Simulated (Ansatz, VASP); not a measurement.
**One calculation of Fe, two programs**

```
Fe
1.0
    -1.44300    1.44300    1.44300
     1.44300   -1.44300    1.44300
     1.44300    1.44300   -1.44300
Fe
1
Direct
  0.00000 0.00000 0.00000
```

Alike in both runs: task relaxation of cell and atoms; functional PBE; k mesh 16 × 16 × 16; occupations fermi-dirac, width 0.05 eV; collinear spin.

```csv
,VASP,Ansatz
version,VASP 6.6.1,Ansatz 0.2.0
potentials or method,"VASP PAW PBE potentials, release 64 (Fe), cutoff 600 eV","all-electron LAPW, scalar-relativistic"
```

```tsv
	VASP	Ansatz	Ansatz less VASP
net moment per atom (μB)	2.20	2.16	-0.040
size of the moment on the site where the two differ most (μB)	2.20	2.22	+0.018
relaxed volume (Å³/atom)	11.36	11.34	-0.017
relaxed cell length with the largest relative difference (Å)	2.453	2.452	-0.0012
energy change over the relaxation (meV/atom)	-20	-20	-0.5
```

Site moments also hang on the region over which each program counts them. Ansatz ran all-electron here, so the differences hold the error of VASP's frozen core and of both bases.
